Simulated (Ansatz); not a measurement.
A trial form of Li

Computed with DFT PBE, scalar-relativistic, plane waves, PAW in Ansatz 0.2.0. Cutoff 420 eV, Gaussian smearing, Γ-centred meshes. Cell and atoms relax first on a coarse mesh and then on a finer one. In between, the cell is made exact in the group found at 0.06 Å. In metals the finer mesh still leaves noise of several meV/atom or more. The steps can't lower the symmetry of their start. No spin polarisation.

The guess for Li was made by a generator: random cell by space group and Wyckoff sites (P4_322, No. 95). Lengths were set from tabulated atomic sizes, so they are only a guess.

```yaml
crystal:
  lattice:
    - [3.79449, 0.00000, 0.00000]
    - [0.00000, 3.79449, 0.00000]
    - [0.00000, 0.00000, 6.98514]
  atoms:
    - { symbol: Li, position: [0.32793, 0.32793, 0.62500] }
    - { symbol: Li, position: [0.67207, 0.67207, 0.12500] }
    - { symbol: Li, position: [0.67207, 0.32793, 0.37500] }
    - { symbol: Li, position: [0.32793, 0.67207, 0.87500] }
```

Energies count from the standard state of Li at the same level.

Problem. Describe the relaxed structure.

Solution. The symmetry goes from P4_322 (No. 95) to I4_1/amd (No. 141), and the primitive cell from 4 to 2 atoms. The volume per atom shrinks by 19.6 %, from 25.1 to 20.2 Å³. The shortest distance goes from 2.18 Å (Li–Li) to 2.80 Å (Li–Li). The energy falls by about 0.59 eV/atom (the start's value is from the coarse mesh). The end is written in a standard setting, so origin, axes and order of atoms can differ from the start's. Conventional cell: a = 2.797 Å, c = 10.333 Å. Li has 8 Li at 2.80–2.94 Å.

```
CELL_PARAMETERS angstrom
-1.39869 1.39869 5.16669
1.39869 -1.39869 5.16669
1.39869 1.39869 -5.16669
ATOMIC_POSITIONS crystal
Li 0.50000 0.50000 0.00000
Li 0.25000 0.75000 0.50000
```

Problem. How does it come out in energy, and is it a metal?

Solution.

- Energy over the standard state: +0.07 eV/atom
- Gap on the 28×28×28 mesh of the 2-atom cell: 0 eV (a metal)

It lies above the standard state, so it could only be metastable.

The last run used Gaussian smearing of 0.10 eV. A structure relaxed within its symmetry needn't be a true minimum. In all, the 4 runs took 7.1 min on 1 thread of Intel(R) Xeon(R) Processor @ 2.50GHz (Skylake/Cascade Lake) (shared host).
